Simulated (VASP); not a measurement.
Shape and ions are relaxed at each volume.

Energy against volume of Li3N (alpha). Calculation: PBE GGA, VASP's PBE PAW potentials (set 64) (plane waves; VASP).

```csv
V (Å³/atom),E (eV/atom)
10.383,-3.89784
10.714,-3.90420
11.046,-3.90659
11.377,-3.90562
11.709,-3.90164
```

### Question
Fit a third-order Birch-Murnaghan equation of state.

### Answer

The volume per atom is 11.11 Å³/atom. The bulk modulus comes out as 53.8 GPa and the pressure derivative of the bulk modulus is 3.73.

The compound is Li3N in the alpha structure. It was relaxed first.
